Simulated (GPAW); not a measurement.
Crystal: MgO.

```xyz
2
Lattice="0.0000 2.0970 2.0970 2.0970 0.0000 2.0970 2.0970 2.0970 0.0000" Properties=species:S:1:pos:R:3 pbc="T T T"
Mg    0.0000    0.0000    0.0000
O     2.0970    2.0970    2.0970
```

The cell is a database's computed one.

Base run:

- Program: GPAW 26.7.0
- Functional: TPSS
- Potentials or basis: GPAW PAW data sets (gpaw-data 1.2.1)
- Cutoff: 800 eV
- Basis: pw
- k mesh: 11 × 11 × 11
- Occupations: fermi-dirac, width 0.05 eV
- Spin: no spin polarisation

Its results: band gap on the k mesh 4.99 eV, direct.

**Question.** After a change of settings the same cell gave: band gap on the k mesh 5.15 eV, direct. Which change was it?
A. functional from TPSS to LDA; potentials or basis from GPAW PAW data sets (gpaw-data 1.2.1) to the program's PAW data sets (release 1.2.1) made for this functional
B. functional from TPSS to AM05; potentials or basis from GPAW PAW data sets (gpaw-data 1.2.1) to PAW data sets generated in the run's folder for this functional
C. functional from TPSS to optB88-vdW
D. functional from TPSS to r2SCAN

**Answer.** C.

Runs at the PBE level aren't shown here.
